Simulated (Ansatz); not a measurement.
# BAs: the cost of one run

Method: reference: DFT r2SCAN, plane waves, PAW, scalar-relativistic, no spin polarisation, in Ansatz 0.2.0.

1 further run of the same task is left out (it didn't finish).

**1. The starting structure**

Symmetry: F-43m, No. 216, cubic system. The conventional cell has a = 4.822 Å, b = 4.822 Å, c = 4.822 Å, α = 90.00°, β = 90.00°, γ = 90.00°. B (site symmetry -43m) has 4 As at 2.09 Å as nearest neighbours. As (site symmetry -43m) has 4 B at 2.09 Å as nearest neighbours.

Structure file:

```cif
data_structure
_symmetry_space_group_name_H-M 'F-43m'
_symmetry_Int_Tables_number 216
_cell_length_a 4.8224
_cell_length_b 4.8224
_cell_length_c 4.8224
_cell_angle_alpha 90.000
_cell_angle_beta 90.000
_cell_angle_gamma 90.000
_cell_volume 112.15
loop_
_atom_site_label
_atom_site_type_symbol
_atom_site_symmetry_multiplicity
_atom_site_Wyckoff_symbol
_atom_site_fract_x
_atom_site_fract_y
_atom_site_fract_z
_atom_site_occupancy
B1 B 4 a 0.00000 0.00000 0.00000 1
As1 As 4 d 0.25000 0.25000 0.75000 1
```

**2. The reference run**

Contents of input.yaml:

```yaml
crystal:
  lattice:
    - [0.0, 2.41120934, 2.41120934]
    - [2.41120934, 0.0, 2.41120934]
    - [2.41120934, 2.41120934, 0.0]
  atoms:
    - { symbol: B, position: [0.0, 0.0, 0.0] }
    - { symbol: As, position: [0.25, 0.25, 0.25] }
  symmetry: { tolerance: 0.0003 }
kpoints:
  mp_grid: { grid: [6, 6, 6], shift: [0, 0, 0] }
magnetization:
  spin_polarized: false
scf:
  occupations: { method: fermi_dirac }
hamiltonian:
  pseudopotentials: { kind: paw }
  xc: r2scan
basis:
  ecutwfc: 500
output:
  forces: true
  stress: true
  eigenvalues: true
```

Started as:

```sh
ansatz run input.yaml --threads 1 --pin off --max-ram 2560MiB --backend cpu --events-out ev --progress --plain --runs-dir out
```

**Question.** How long does this run take on 1 thread of an Arm CPU, shared host, and how much memory does it need?

About 1.8 s, with a peak of 0.33 GiB.
